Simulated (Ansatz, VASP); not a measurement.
# Fe: VASP beside Ansatz

```xyz
1
Lattice="-1.3941 1.3941 1.3941 1.3941 -1.3941 1.3941 1.3941 1.3941 -1.3941" Properties=species:S:1:pos:R:3 pbc="T T T"
Fe    0.0000    0.0000    0.0000
```

Alike in both runs: functional PBEsol; k mesh 22 × 22 × 22; occupations fermi-dirac, width 0.1 eV; collinear spin.

Ansatz relaxed the structure, and its values are those at the end. VASP's run is a single point on that final structure, the one shown.

|  | VASP | Ansatz |
| --- | --- | --- |
| version | VASP 6.6.1 | Ansatz 0.2.0 |
| potentials or method | VASP PAW PBE potentials, release 64 (Fe) | PAW with Ansatz's default frozen-core files, scalar-relativistic |
| plane-wave cutoff (eV) | 520 | 420 |
| valence electrons in the cell | 8 | 16 |

```csv
,VASP,Ansatz,Ansatz less VASP
pressure (GPa),-0.1,0.0,+0.10
net moment per atom (μB),2.11,2.10,-0.012
size of the moment on the site where the two differ most (μB),2.09,2.12,+0.032
```

Site moments also hang on the region over which each program counts them. The functional is the same, so the differences come from potentials, cutoffs and numerics. The two sets of potentials don't hold the same shells in valence.

Caveats: the PAW data sets were made with another functional, which shifts forces and pressure a little (VASP).
